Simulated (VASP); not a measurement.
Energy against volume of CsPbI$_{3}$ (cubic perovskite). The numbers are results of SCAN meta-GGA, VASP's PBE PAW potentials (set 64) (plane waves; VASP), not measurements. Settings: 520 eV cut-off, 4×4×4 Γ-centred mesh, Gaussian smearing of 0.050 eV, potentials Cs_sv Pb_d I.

```tsv
V (Å³/atom)	E (eV/atom)
46.379	-45.78025
47.860	-45.79312
49.340	-45.79983
50.820	-45.80137
```

### Question
Fit these four points and predict the energy of the run at 52.300 Å³/atom.

### Answer
A cubic in V^(−2/3), the third-order Birch-Murnaghan form, passes through the four points with V0 = 50.56 Å³/atom and B0 = 17 GPa, and gives -45.7986 eV/atom there. The run gave -45.7984 eV/atom, +0.2 meV/atom from the fit; all five points give B0 = 17 GPa.

The compound is CsPbI3 in the cubic perovskite structure, the ideal cubic form; the compound distorts at low or room temperature. It was relaxed first.
